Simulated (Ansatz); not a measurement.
## Ionic part of the dielectric constant of AlP at 8 GPa, mode by mode

These are results of DFT PBE, scalar-relativistic, plane waves, PAW (Ansatz 0.2.0), not measurements. Settings: 420 eV plane-wave cutoff, Γ-centred 10×10×10 mesh, fixed occupations. No spin polarisation. Phonons by linear response, acoustic sum rule imposed.

Symmetry: F-43m, No. 216, cubic system. Conventional cell: a = 5.360 Å, b = 5.360 Å, c = 5.360 Å, α = 90.00°, β = 90.00°, γ = 90.00°. Around Al (site symmetry -43m) lie 4 P at 2.32 Å. Around P (site symmetry -43m) lie 4 Al at 2.32 Å.

The primitive cell has V = 38.49 Å³ and ε∞,zz = 8.038. Each polar mode adds Δε = (4.92064×10⁷/V)·S/ν² along z, with S its oscillator strength in e²/amu, ν in cm⁻¹ and V in Å³.

Problem. From these modes, find each Δε and ε0,zz.
```tsv
ν (cm⁻¹)	S_zz (e²/amu)
470.4	0.3347
```

Solution.
```
ν (cm⁻¹)    Δε
   470.4  1.93
```

The sum is 1.934, so ε0,zz = 9.97; the run's tensor has 9.97.

Problem. Where do the longitudinal modes lie for a wave vector along z?

Solution. At 524 cm⁻¹. The Lyddane–Sachs–Teller product Π(ν_LO/ν_TO)² = 1.24 matches ε0/ε∞ = 1.24.

Cost: 1 run of about 0.28 core-minutes, on AMD EPYC 9R45 (Zen 5) (shared hosts).

The static dielectric response of compressed AlP is mainly electronic: the lattice adds only 1.93 to an ε∞ of 8.038. All of the ionic part comes from the one zone-centre optical mode of zinc blende, in which the Al and P sublattices move against each other. Two light atoms joined by stiff, directional sp³ bonds put this mode at a high frequency. The atomic masses cancel in the static contribution, however, so it is the stiffness of the bonds, together with a moderate Born charge, that keeps the lattice polarisation small. The oscillator strength implies a Born effective charge below the formal trivalent value, as expected for a polar covalent semiconductor.

The same charge drives the splitting between 470.4 and 524 cm⁻¹, with the electronic polarisability screening the long-range field. PBE's underestimated band gap probably makes that screening somewhat too strong, and so the splitting slightly too small. With a single polar mode, the Lyddane–Sachs–Teller agreement confirms internal consistency, not accuracy against experiment. A single pressure cannot show whether compression strengthens or weakens the ionic response.
